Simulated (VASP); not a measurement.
Write the native input for VASP 6.6.1 that does the following.

| Item | Value |
| --- | --- |
| Task | relaxation of cell and atoms |
| Functional | PBEsol |
| Potentials or basis | VASP PAW PBE potentials, release 64 (Te, Pb_d) |
| Cutoff | 600 eV |
| k mesh | 8 × 8 × 8 |
| Occupations | gaussian, width 0.03 eV |
| Spin | no spin polarisation |
| Target pressure | 0.85 GPa |
| Further INCAR settings | ALGO = Normal; EDIFF = 1e-06; IBRION = 2; EDIFFG = -0.01; NSW = 90; ISIF = 3 |
| Target pressure | 0.85 GPa |

The structure of TePb lies in POSCAR:

```
TePb
1.0
    0.0000000000      3.2310000000      3.2310000000
    3.2310000000      0.0000000000      3.2310000000
    3.2310000000      3.2310000000      0.0000000000
Te Pb
1 1
Direct
    0.5000000000      0.5000000000      0.5000000000
    0.0000000000      0.0000000000      0.0000000000
```

These files were run (other wordings do the same):

INCAR

```
SYSTEM = TePb
ALGO = Normal
EDIFF = 1E-6
EDIFFG = -0.01
ENCUT = 600
GGA = PS
IBRION = 2
ISIF = 3
ISMEAR = 0
LASPH = .True.
LCHARG = .False.
LREAL = .False.
LWAVE = .False.
NELM = 80
NSW = 90
PREC = Accurate
PSTRESS = 8.5
SIGMA = 0.03
```

KPOINTS

```
k-points
0
Gamma
  8 8 8
  0 0 0
```

Potentials or basis: VASP PAW PBE potentials, release 64 (Te, Pb_d).

Command:

```sh
$ cat potpaw_PBE.64/Te/POTCAR potpaw_PBE.64/Pb_d/POTCAR > POTCAR
$ mpirun -np 1 vasp_std > vasp.out
```

Results of the run:

The relaxed volume is 32.84 Å³/atom, the relaxed cell is a = 4.529 Å, b = 4.529 Å, c = 4.529 Å, α = 60.00°, β = 60.00°, γ = 60.00° and the space group after relaxing (to 0.05 Å) is Fm-3m (No. 225). The energy change on relaxing (the enthalpy is what falls) is +1.2 meV/atom and the ionic steps are 3. The pressure after relaxing is 0.8 GPa and the band gap on the k mesh is 0.61 eV, direct.

Caveat: the cell is relaxed towards a set pressure, so the enthalpy falls and the energy may rise; the PAW data sets were made with another functional, which shifts forces and pressure a little; spin-orbit coupling is left out, which as a rule narrows the gap of such compounds by several tenths of an eV.

Wall time 55 s on 1 thread of Intel(R) Xeon(R) Platinum 8375C CPU @ 2.90GHz (Ice Lake), on a shared host, peak memory 0.26 GiB.
